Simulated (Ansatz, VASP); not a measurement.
# BN (Qingsongite): VASP beside Ansatz

```
CELL_PARAMETERS angstrom
0.00000 1.80750 1.80750
1.80750 0.00000 1.80750
1.80750 1.80750 0.00000
ATOMIC_POSITIONS crystal
B 0.00000 0.00000 0.00000
N 0.25000 0.25000 0.25000
```

Alike in both runs: task relaxation of cell and atoms; functional r2SCAN; dispersion rVV10; k mesh 10 × 10 × 10; occupations fermi-dirac, width 0.01 eV; no spin polarisation.

|  | VASP | Ansatz |
| --- | --- | --- |
| version | VASP 6.6.1 | Ansatz 0.2.0 |
| potentials or method | VASP PAW PBE potentials, release 64 (B, N) | plane waves, PAW |
| plane-wave cutoff (eV) | 600 | 500 |
| valence electrons in the cell | 8 | 8 |

VASP gave:

* relaxed volume (Å³/atom): 5.88
* relaxed cell length with the largest relative difference (Å): 2.553

Task: Which values does Ansatz return?

Result: Relaxed volume (Å³/atom): 5.87; relaxed cell length with the largest relative difference (Å): 2.550.

Caveats: the PAW data sets were made with another functional, which shifts forces and pressure a little (VASP). r2SCAN opens gaps a little over a GGA but as a rule still falls short of measured ones. A k mesh can miss the band edges.
